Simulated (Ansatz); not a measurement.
The system is SnO.

```
CELL_PARAMETERS angstrom
3.81370 0.00000 0.00000
0.00000 3.81370 0.00000
0.00000 0.00000 4.88691
ATOMIC_POSITIONS crystal
Sn 0.50000 0.00000 0.76463
Sn 0.00000 0.50000 0.23537
O 0.00000 0.00000 0.00000
O 0.50000 0.50000 0.00000
```

The cell is a database's computed one.

Base run:

```yaml
Program: Ansatz 0.2.0
Functional: r2SCAN
Potentials_or_basis: Ansatz PAW
Cutoff: "500 eV (not typed: the program's choice for these potentials)"
k_mesh: 7 × 7 × 6
Occupations: fermi-dirac, width 0.05 eV
Spin: no spin polarisation
```

Its results: band gap on the k mesh 0.50 eV, indirect (least direct gap 2.41 eV); pressure -0.5 GPa; largest force 0.130 eV/Å.

Question: After a change of settings the same cell gave: band gap on the k mesh 0.37 eV, indirect (least direct gap 2.07 eV); pressure 3.6 GPa; largest force 0.370 eV/Å. Which change was it?
A. functional from r2SCAN to RPBE; cutoff from 500 eV (not typed: the program's choice for these potentials) to 420 eV (not typed: the program's choice for these potentials)
B. functional from r2SCAN to BLYP; cutoff from 500 eV (not typed: the program's choice for these potentials) to 420 eV (not typed: the program's choice for these potentials)
C. functional from r2SCAN to revPBE; cutoff from 500 eV (not typed: the program's choice for these potentials) to 420 eV (not typed: the program's choice for these potentials)
D. functional from r2SCAN to PBE; cutoff from 500 eV (not typed: the program's choice for these potentials) to 420 eV (not typed: the program's choice for these potentials); occupations from fermi-dirac, width 0.05 eV to gaussian, width 0.012 eV

Answer: D.

Caveats: spin-orbit coupling is left out, which moves the levels of the heavy elements; the k mesh misses the band edges, so the gap on the mesh is wider than the one along the path (some runs); the PAW data sets come from PBE, with cores solved anew for the run's functional, which leaves a small shift of forces and pressure (some runs); odd divisions of the mesh miss points on the zone boundary, where band edges often lie, so the gap on the mesh can be too wide (some runs).
